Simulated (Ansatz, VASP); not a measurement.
## CdS: VASP beside Ansatz

Contents of POSCAR:

```
CdS
1.0
    4.2611695877      0.0000000000      0.0000000000
   -2.1305847939      3.6902811128      0.0000000000
    0.0000000000      0.0000000000      5.8041729400
Cd S
1 1
Direct
    0.0000000000      0.0000000000      0.4426919200
    0.6666666667      0.3333333333      0.4343080800
```

File INCAR.step1:

```
PREC = Accurate
ENCUT = 520
ISMEAR = 0
SIGMA = 0.05
LREAL = False
LASPH = True
NELM = 100
NBANDS = 16
GGA = PE
ALGO = Normal
EDIFF = 1E-4
LWAVE = True
LCHARG = False
```

INCAR.step2

```
PREC = Accurate
ENCUT = 520
EDIFF = 1E-6
ISMEAR = 0
SIGMA = 0.05
LREAL = False
LASPH = True
NELM = 100
ALGO = Normal
ISIF = 2
LWAVE = False
LCHARG = False
METAGGA = R2SCAN
LMIXTAU = True
NBANDS = 16
ISTART = 1
```

File KPOINTS:

```
Automatic mesh
0
Gamma
  9 9 6
```

Input for Ansatz:

```yaml
crystal:
  lattice:
    - [4.2611695877, 0.0, 0.0]
    - [-2.1305847939, 3.6902811128, 0.0]
    - [0.0, 0.0, 5.80417294]
  atoms:
    - { symbol: Cd, position: [0.0, 0.0, 0.44269192] }
    - { symbol: S, position: [0.6666666667, 0.3333333333, 0.43430808] }
basis:
  ecutwfc: 500
kpoints:
  mp_grid: { grid: [9, 9, 6] }
hamiltonian:
  xc: r2scan
scf:
  occupations: { method: gaussian, width: 0.05 }
output:
  forces: true
  stress: true
  eigenvalues: true
```

Measurements of this composition are mostly on another form, of space group No. 186.

Alike in both runs: task single point; functional r2SCAN; k mesh 9 × 9 × 6; occupations gaussian, width 0.05 eV; no spin polarisation.

|  | VASP | Ansatz |
| --- | --- | --- |
| version | VASP 6.6.1 | Ansatz 0.2.0 |
| potentials or method | VASP PAW PBE potentials, release 64 (Cd, S) | scalar-relativistic, plane waves, PAW |
| plane-wave cutoff (eV) | 520 | 500 |
| valence electrons in the cell | 18 | 26 |

VASP gave:

| Property | Result |
| --- | --- |
| gap on the k mesh at the Fermi level (eV) | 1.90 |
| least direct gap on the mesh (eV) | 1.91 |
| pressure (GPa) | -0.7 |
| largest component of the traceless stress (GPa) | 0.59 |
| rms of the force components (eV/Å) | 0.008 |

**Question.** What did Ansatz give for the same quantities?

**Answer.** gap on the k mesh at the Fermi level (eV): 1.91; least direct gap on the mesh (eV): 1.91; pressure (GPa): -0.8; largest component of the traceless stress (GPa): 0.76; rms of the force components (eV/Å): 0.009.

Atom by atom the forces differ by 0.002 eV/Å (rms over components). The functional is the same, so the differences come from potentials, cutoffs and numerics. The two sets of potentials don't hold the same shells in valence.

Caveats: the PAW data sets were made with another functional, which shifts forces and pressure a little (VASP); an odd mesh through Γ misses points on the zone boundary, where band edges often lie. r2SCAN opens gaps a little over a GGA but as a rule still falls short of measured ones.
